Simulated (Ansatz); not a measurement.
RuO2 with two functionals, biaxial strain +2.37 %, plane normal [001], relaxed out of plane

Take RuO2 in the rutile structure (space group P4_2/mnm, No. 136; a = 4.5234 Å, c = 3.1190 Å) as the base. Axes: x, y, z lie along a, b, c of the conventional cell.

(Cell as relaxed with PBE.)

Levels (all Ansatz, a program for electronic structure, PAW): PBE (420 eV, no spin-orbit coupling); r2SCAN (500 eV, no spin-orbit coupling).

Each level relaxes its own structure.

```csv
base,PBE,r2SCAN
volume per atom,10.64 Å³,10.39 Å³
lattice parameter a,8.548 bohr,8.466 bohr
band gap,zero,zero
```

The change: tensile biaxial strain of 2.37 % in the plane normal to [001], as in epitaxy on a mismatched substrate; the out-of-plane cell vector and the atoms relax.

```json
[
 {"quantity": "shortest interatomic distance", "PBE": "3.755 bohr", "r2SCAN": "…"},
 {"quantity": "pressure (mean of the normal stresses, compression positive)", "PBE": "-5.5 GPa", "r2SCAN": "…"}
]
```

Q: Given the PBE results, estimate those of r2SCAN.

A: 
- shortest interatomic distance, r2SCAN: 3.714 bohr
- pressure (mean of the normal stresses, compression positive), r2SCAN: -6.3 GPa

PBE's shortest interatomic distance lies 0.041 bohr above r2SCAN's (1.1 %); PBE's pressure lies 0.8 GPa above r2SCAN's. Neither level is exact; r2SCAN is the comparison here, not a measurement.

Without a gap, meshes like the base's 10×10×15 leave anisotropic stresses uncertain by several tenths of a GPa, and small strain energies with them. No phonon test of stability was made. Seeded moments were not kept for the base. No Hubbard U is applied, and correlation can decide whether such a compound is a metal. The final runs are not spin-polarised.
